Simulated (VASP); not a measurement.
Set up this calculation in VASP 6.6.1, as the native input.

```yaml
Task: single point
Functional: PBE
Potentials_or_basis: VASP PAW PBE potentials, release 64 (Ca_sv, S)
Cutoff: 520 eV
k_mesh: 8 × 8 × 8
Occupations: gaussian, width 0.02 eV
Spin: no spin polarisation
Dipole_correction: no
Further_INCAR_settings: ALGO = Normal; EDIFF = 1e-06; NBANDS = 15
```

The structure of CaS (Oldhamite) lies in POSCAR:

```
CaS
1.0
    0.0000000000      2.8560320322      2.8560320322
    2.8560320322      0.0000000000      2.8560320322
    2.8560320322      2.8560320322      0.0000000000
Ca S
1 1
Direct
    0.0000000000      0.0000000000      0.0000000000
    0.5000000000      0.5000000000      0.5000000000
```

The input as run:

INCAR

```
SYSTEM = CaS
PREC     = Accurate       ! precision mode
ENCUT    = 520            ! plane-wave cutoff, eV
EDIFF    = 1E-6           ! SCF threshold, eV
ISMEAR   = 0              ! smearing method
SIGMA    = 0.02           ! smearing width, eV
LREAL    = .False.        ! projectors in reciprocal space
LASPH    = .True.         ! aspherical terms in the spheres
NELM     = 60             ! most SCF steps
ALGO     = Normal         ! electronic algorithm
ISIF     = 2              ! what is computed and relaxed
LWAVE    = .False.        ! write WAVECAR
LCHARG   = .False.        ! write CHGCAR
GGA      = PE             ! functional
NBANDS   = 15             ! bands
```

KPOINTS

```
regular mesh
0
Gamma
  8 8 8
  0 0 0
```

Potentials or basis: VASP PAW PBE potentials, release 64 (Ca_sv, S).

Launch:

```bash
$ cat potpaw_PBE.64/Ca_sv/POTCAR potpaw_PBE.64/S/POTCAR > POTCAR
$ mpirun -np 1 vasp_std > vasp.out
```

Results of the run:

- Pressure: 0.1 GPa
- Band gap on the k mesh: 2.38 eV, indirect (least direct gap 3.18 eV)

It took 8.6 s on 1 thread of AMD EPYC 9R45 96-Core Processor (Zen 5), with other jobs on the host, peak memory 0.15 GiB.
